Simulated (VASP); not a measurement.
A run of VASP 6.6.1 is set up as follows.

File INCAR:

```
SYSTEM = HgSe
PREC = Accurate
ENCUT = 520
EDIFF = 1E-7
ISMEAR = -1
SIGMA = 0.05
LREAL = .FALSE.
LASPH = .TRUE.
NELM = 80
ALGO = Normal
ISIF = 2
LWAVE = .FALSE.
LCHARG = .FALSE.
GGA = PE
NBANDS = 16
```

Contents of KPOINTS:

```
regular mesh
0
G
  8 8 8
  0 0 0
```

The input POSCAR:

```
HgSe
1.0
    0.0000000000      3.0390000000      3.0390000000
    3.0390000000      0.0000000000      3.0390000000
    3.0390000000      3.0390000000      0.0000000000
Hg Se
1 1
Direct
    0.0052780000     -0.0082520000      0.0109270000
    0.7544600000      0.7348360000      0.7605280000
```

Potentials or basis: VASP PAW PBE potentials, release 64 (Hg, Se).

Launch:

```sh
$ cat potpaw_PBE.64/Hg/POTCAR potpaw_PBE.64/Se/POTCAR > POTCAR
$ mpirun -np 1 vasp_std > vasp.out
```

(1) Estimate the largest force.

(2) Predict the pressure.

(3) Estimate the band gap on the k mesh.

## Answers

(1) 0.129 eV/Å.

(2) 5.0 GPa.

(3) none (metal or under the smearing width).
